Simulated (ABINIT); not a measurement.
MgO:

```
Mg O
1.0
     0.00000    2.09700    2.09700
     2.09700    0.00000    2.09700
     2.09700    2.09700    0.00000
Mg O
1 1
Direct
  0.00000 0.00000 0.00000
  0.50000 0.50000 0.50000
```

The cell is a database's computed one.

Base run:

| Quantity | Value |
| --- | --- |
| Program | ABINIT 10.8.3 (patched build) |
| Functional | LDA |
| Potentials or basis | JTH PAW PBE v2.0 |
| Cutoff | 762 eV |
| k mesh | 11 × 11 × 11 |
| Occupations | fermi-dirac, width 0.05 eV |
| Spin | no spin polarisation |

Its results: band gap on the k mesh 4.78 eV, direct; pressure -3.4 GPa.

Problem. The run is repeated on the same cell with these changes: functional from LDA to PBE. What comes out?

Solution. Band gap on the k mesh 4.86 eV, direct; pressure 6.6 GPa.

PBE binds less tightly than LDA, so the same cell stands under more pressure.

Caveats: the PAW data sets were made with another functional, which shifts forces and pressure a little (some runs).

Not every run made on this cell is shown here.
